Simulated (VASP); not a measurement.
# ZnCu, density of states: which settings are enough?

ZnCu, Pm-3m (no. 221), 2 atoms in the cell. LDA; PAW potentials Zn, Cu (LDA set). VASP 6.6.1.

Wanted: density of states by 0.5 eV bins within 8 %; centre of the states within 12 eV below the valence top within 0.03 eV; states at the Fermi level within 8 %.

What the run is for: density of states; Accuracy asked: standard; k mesh of the density: 10 × 10 × 10.

POSCAR:
```
ZnCu
1.0
    2.9450000000      0.0000000000      0.0000000000
    0.0000000000      2.9450000000      0.0000000000
    0.0000000000      0.0000000000      2.9450000000
Zn Cu
1 1
Direct
    0.5000000000      0.5000000000      0.5000000000
    0.0000000000      0.0000000000      0.0000000000
```

The series start from Plane-wave cutoff (eV): 340; k-point mesh: 12 × 12 × 12; Energy points (NEDOS): 2001; Occupations for the DOS: ISMEAR=-5; Electronic threshold (eV): 1e-6; Precision mode (PREC): Accurate. Each series keeps the choices made before it, and each single choice may use up half of a tolerance. Times cover all steps of a run.

## Plane-wave cutoff (eV)

| Plane-wave cutoff (eV) | Density of states by 0.5 eV bins, largest deviation against the largest value | Centre of the states within 12 eV below the valence top (eV) | States at the Fermi level (states/eV/atom) | Time (s) |
|---|---|---|---|---|
| 240 | 27 % | -5.300 | 0.257 | 8.5 |
| 300 | 4.3 % | -5.247 | 0.2588 | 18 |
| 340 | 3.8 % | -5.248 | 0.2589 | 17 |
| 380 | 1 % | -5.252 | 0.2588 | 24 |
| 470 (reference) | 0 % | -5.254 | 0.2587 | 26 |

Chosen: 340, the loosest value from which every tighter one stays within half of the tolerance.

## k-point mesh

| k-point mesh | Density of states by 0.5 eV bins, largest deviation against the largest value | Centre of the states within 12 eV below the valence top (eV) | States at the Fermi level (states/eV/atom) | Time (s) |
|---|---|---|---|---|
| 5 × 5 × 5 | 6.9 % | -5.238 | 0.3237 | 12 |
| 7 × 7 × 7 | 12 % | -5.273 | 0.2729 | 13 |
| 8 × 8 × 8 | 5.5 % | -5.225 | 0.2644 | 13 |
| 10 × 10 × 10 | 4.7 % | -5.237 | 0.2651 | 15 |
| 12 × 12 × 12 | 2.7 % | -5.248 | 0.2589 | 17 |
| 15 × 15 × 15 | 2.6 % | -5.256 | 0.2533 | 21 |
| 18 × 18 × 18 | 2.2 % | -5.254 | 0.252 | 29 |
| 22 × 22 × 22 | 1.2 % | -5.250 | 0.2509 | 40 |
| 27 × 27 × 27 (reference) | 0 % | -5.252 | 0.2501 | 55 |

Chosen: 12 × 12 × 12.

## Energy points (NEDOS)

| Energy points (NEDOS) | Density of states by 0.5 eV bins, largest deviation against the largest value | Centre of the states within 12 eV below the valence top (eV) | States at the Fermi level (states/eV/atom) | Time (s) |
|---|---|---|---|---|
| 301 | 16 % | -5.291 | 0.2581 | 15 |
| 501 | 6.7 % | -5.273 | 0.2586 | 15 |
| 1001 | 3.3 % | -5.248 | 0.2587 | 15 |
| 2001 | 0.71 % | -5.248 | 0.2589 | 17 |
| 4001 (reference) | 0 % | -5.244 | 0.259 | 17 |

Chosen: 1001.

## Occupations for the DOS

| Occupations for the DOS | Density of states by 0.5 eV bins, largest deviation against the largest value | Centre of the states within 12 eV below the valence top (eV) | States at the Fermi level (states/eV/atom) | Time (s) |
|---|---|---|---|---|
| ISMEAR=-5 | 0 % | -5.248 | 0.2587 | 15 |
| ISMEAR=-4 | 0 % | -5.248 | 0.2587 | 15 |
| ISMEAR=0 SIGMA=0.05 | 21 % | -5.152 | 0.3209 | 14 |
| ISMEAR=0 SIGMA=0.1 | 16 % | -5.174 | 0.258 | 14 |
| ISMEAR=-15 SIGMA=0.025 | 0.0019 % | -5.248 | 0.2587 | 14 |
| ISMEAR=1 SIGMA=0.1 | 20 % | -5.155 | 0.3031 | 14 |

Chosen: ISMEAR=-5; no other choice that stays within half of the tolerance saves 30 % of the time.

## Electronic threshold (eV)

| Electronic threshold (eV) | Density of states by 0.5 eV bins, largest deviation against the largest value | Centre of the states within 12 eV below the valence top (eV) | States at the Fermi level (states/eV/atom) | Time (s) |
|---|---|---|---|---|
| 0.001 | 0.7 % | -5.256 | 0.2588 | 12 |
| 0.0001 | 0.48 % | -5.255 | 0.2588 | 15 |
| 1e-5 | 0.27 % | -5.244 | 0.2587 | 16 |
| 1e-6 (reference) | 0 % | -5.248 | 0.2587 | 15 |

Chosen: 0.001.

## Precision mode (PREC)

| Precision mode (PREC) | Density of states by 0.5 eV bins, largest deviation against the largest value | Centre of the states within 12 eV below the valence top (eV) | States at the Fermi level (states/eV/atom) | Time (s) |
|---|---|---|---|---|
| Normal | 0.019 % | -5.255 | 0.2588 | 8.7 |
| Accurate (reference) | 0 % | -5.256 | 0.2588 | 12 |

Chosen: Normal.

## All choices together

| Input | Density of states by 0.5 eV bins, largest deviation against the largest value | Centre of the states within 12 eV below the valence top (eV) | States at the Fermi level (states/eV/atom) | Time (s) |
|---|---|---|---|---|
| defaults for smearing, thresholds and mesh (naive) | 14 % | -5.313 | 0.2898 | 9.5 |
| chosen settings | 4.6 % | -5.255 | 0.2588 | 8.7 |
| reference settings throughout | 0 % | -5.263 | 0.2497 | 90 |

The tolerance is met.

## The input

INCAR.step1:
```
  GGA = CA
  ISMEAR = 1
  SIGMA = 0.1
  LWAVE = False
  LCHARG = True
  NBANDS = 28
  PREC = Normal
  LASPH = True
  LREAL = False
  ALGO = Normal
  EDIFF = 0.001
  NELM = 120
  GGA_COMPAT = False
  ENCUT = 340
  LMAXMIX = 4
```

INCAR.step2, as INCAR.step1 but for:
```
- ISMEAR = 1
- SIGMA = 0.1
- LCHARG = True
+ ISMEAR = -5
+ LCHARG = False
+ NEDOS = 1001
+ LORBIT = 11
+ EMIN = -11.6177
+ EMAX = 13.3823
+ ICHARG = 11
```

KPOINTS.step1:
```
k-points
0
Gamma
  10 10 10
```

KPOINTS.step2:
```
Automatic mesh
0
Gamma
  12 12 12
  0 0 0
```

Commands (each step's output is kept before the next begins):
```
cat potpaw_LDA.64/Zn/POTCAR potpaw_LDA.64/Cu/POTCAR > POTCAR
cp INCAR.step1 INCAR
cp KPOINTS.step1 KPOINTS
mpirun -np 1 vasp_std > vasp.out
cp INCAR.step2 INCAR
cp KPOINTS.step2 KPOINTS
mpirun -np 1 vasp_std > vasp.out
```

The chosen input took VASP 6.6.1 8.7 s on 1 core (Intel Xeon 6975P-C (Granite Rapids)), a shared host.

## An input that fails: broadening that wipes out the structure

It runs to its end, but against the unchanged starting input it is off by 24 % in the density of states by 0.5 eV bins, 0.008 eV in the centre of the states within 12 eV below the valence top, 0.23 % in the states at the Fermi level.

Changes against the starting input:
```
(step 2)
- ISMEAR = -5
- NELM = 120
+ ISMEAR = 0
+ NELM = 50
+ SIGMA = 0.5
```
